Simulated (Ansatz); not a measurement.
## Cost and result for the equilibrium volume of Li

It takes space group Im-3m (No. 229, cubic). The conventional cell has a = 3.509 Å, b = 3.509 Å, c = 3.509 Å, α = 90.00°, β = 90.00°, γ = 90.00°. Li (site symmetry m-3m) has 8 Li at 3.04 Å as nearest neighbours.

```csv
rung,level,program and potentials,cutoff (eV),k mesh,smearing,task,core time,chip,equilibrium volume (Å³/atom),miss,notes
GGA,revPBE,"Ansatz, Ansatz PAW",420,11 × 11 × 11,fermi-dirac 0.05,relaxation of cell and atoms,2.1 s,Intel Xeon,21.11,-2.3 %,"potentials made for PBE, which Ansatz adapts in part"
GGA,PBE,"Ansatz, Ansatz PAW",420,9 × 9 × 9,gaussian 0.1,relaxation of cell and atoms,2.4 s,Arm Neoverse V1,20.19,-6.6 %,-
LDA,LDA,"Ansatz, Ansatz PAW",420,11 × 11 × 11,fermi-dirac 0.05,relaxation of cell and atoms,3 s,Intel Xeon,19.02,-12.0 %,"potentials made for PBE, which Ansatz adapts in part"
GGA + dispersion,revPBE+D4,"Ansatz, Ansatz PAW",420,11 × 11 × 11,fermi-dirac 0.05,relaxation of cell and atoms,3.7 s,Intel Xeon,(a),?,"potentials made for PBE, which Ansatz adapts in part"
meta-GGA + dispersion,r2SCAN+D4,"Ansatz, Ansatz PAW",500,11 × 11 × 11,fermi-dirac 0.05,equation of state,4.2 s,AMD EPYC 9B45 Zen 5,20.91,-3.2 %,"potentials made for PBE, which Ansatz adapts in part"
GGA + dispersion,PBEsol+D4,"Ansatz, Ansatz PAW",420,11 × 11 × 11,fermi-dirac 0.05,relaxation of cell and atoms,4.4 s,Intel Xeon,20.08,-7.1 %,"potentials made for PBE, which Ansatz adapts in part"
hybrid,HSE06,"Ansatz, Ansatz PAW",420,6 × 6 × 6,fermi-dirac 0.05,relaxation of cell and atoms,22 s,Intel Xeon,20.98,-2.9 %,"coarse mesh; potentials made for PBE, which Ansatz adapts in part"
hybrid,PBE0,"Ansatz, Ansatz PAW",420,6 × 6 × 6,fermi-dirac 0.05,relaxation of cell and atoms,25 s,Intel Xeon,21.06,-2.5 %,"coarse mesh; potentials made for PBE, which Ansatz adapts in part"
hybrid,HSE03,"Ansatz, Ansatz PAW",420,6 × 6 × 6,fermi-dirac 0.05,relaxation of cell and atoms,32 s,Intel Xeon,20.93,-3.1 %,"coarse mesh; potentials made for PBE, which Ansatz adapts in part"
```

Times are single runs on shared hosts and different chips, so they are rough; meshes, cutoffs and the tasks' sizes weigh on the time. All rows: no spin polarisation. Smearing widths are in eV. For a metal such meshes aren't converged. Meshes differ between rows, which moves values too. Meshes are those of the run's cell of 1 atom unless a note names another. Relaxations start from the cell shown or near it and stop with a little pressure left. Misses use the values as printed. Runs on faulty files, with rough fits or with known faults for this quantity aren't shown. No row holds spin-orbit coupling.

Measured: 21.61 Å³/atom at 293 K (COD entry, Crystal Structures 1 7 1963). The runs are for a static lattice.

Task: Estimate the value left out from the other rows.

Result: (a) 20.72 Å³/atom, miss -4.1 %.
